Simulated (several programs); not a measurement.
# What each method gives for PbO (zincblende)

PbO (zincblende), relaxed with r2SCAN in Ansatz, was computed with several methods. Space group F-43m (No. 216), cubic; a = 5.598 Å in the conventional setting, 21.92 Å³ an atom. Pb is surrounded by 4 O at 2.42 Å; O is surrounded by 4 Pb at 2.42 Å. Computed, not measured; no magnetism was allowed, and whether the structure is a known phase isn't checked.

```xyz
2
Lattice="0.0000 2.7988 2.7988 2.7988 0.0000 2.7988 2.7988 2.7988 0.0000" Properties=species:S:1:pos:R:3 pbc="T T T"
Pb    0.0000    0.0000    0.0000
O     1.3994    1.3994    1.3994
```

Gaps and times are for a single point on this cell; volume and bulk modulus come from each method's own relaxation or energy curve at fixed shape. Times are rough, from shared hosts (Arm Neoverse V1; Intel Xeon 6975P-C; NVIDIA H100 80GB HBM3), and each method has its own mesh and cell size. PM6 (MOPAC), PM7 (MOPAC), GFN1-xTB (tblite), GFN2-xTB (tblite) treat a cluster of cells at its zone centre, which samples few k points: where these miss a band edge, the gap comes out too large for that reason alone. Gaps from k meshes are read at a limited set of points (mesh, symmetry points, PBE's band edges), so each method's own least gap may be somewhat smaller. xTB and the PM methods were fitted mostly to molecules, and can miss a solid's gap by electronvolts. Minimal bases can be far off for gaps. Times of the plane-wave ladder aren't listed, since it ran on unlike processors and cards. GLLB-SC's gap includes the derivative discontinuity. G0W0 is at finite bands, cutoff and mesh. d marks a direct gap, i an indirect one (no mark: not told apart), a dash a value that wasn't computed or didn't pass its checks.

| method | kind | gap (eV) | own volume (Å³/atom) | bulk modulus (GPa) | atoms computed | processor time |
| --- | --- | --- | --- | --- | --- | --- |
| light PBE (260 eV and a coarse mesh) | light plane-wave | 0.43 i | – | – | 2 | 0.99 s |
| GFN1-xTB (tblite) | tight binding | 2.10 | – | – | cluster | 1.5 s |
| PM6 (MOPAC) | semi-empirical | 6.58 | – | – | cluster | 2.1 s |
| PM7 (MOPAC) | semi-empirical | 8.43 | – | – | cluster | 2.5 s |
| PBE | semilocal | 0.43 i | 22.71 | 63 | 2 | – |
| GFN2-xTB (tblite) | tight binding | 1.55 | – | – | cluster | 3.3 s |
| PBE/single zeta (GPAW) | small basis | 0.31 i | – | – | 2 | 4.6 s |
| r2SCAN | semilocal | 0.62 i | 21.92 | 71 | 2 | – |
| PBE/SZV (CP2K) | small basis | 0.25 i | 23.53 | 67 | 2 | 7.2 s |
| G0W0@r2SCAN (180 eV screening cutoff) | many-body | 0.72 | – | – | 2 | – |
| GLLB-SC (GPAW) | model potential | 1.64 | – | – | 2 | 9.1 s |
| PBE/DZVP (CP2K) | small basis | 0.18 i | 23.07 | 61 | 2 | 14 s |
| G0W0@PBE (210 eV screening cutoff) | many-body | 0.56 | – | – | 2 | – |

Against r2SCAN (0.62 eV) and with closed or daggered gaps left aside, the nearest gap at the points sampled is that of G0W0@PBE (210 eV screening cutoff) (-0.06 eV) and the farthest that of PM7 (MOPAC) (+7.81 eV). r2SCAN is only a yardstick of convenience: semilocal gaps usually lie below measured ones, which GLLB-SC and hybrids aim to mend.

Volumes against r2SCAN's: PBE +3.6 %, PBE/SZV (CP2K) +7.3 %, PBE/DZVP (CP2K) +5.2 %.

No spin-orbit coupling is included; it can move band edges with weight on the heavy atoms by tenths of an eV.
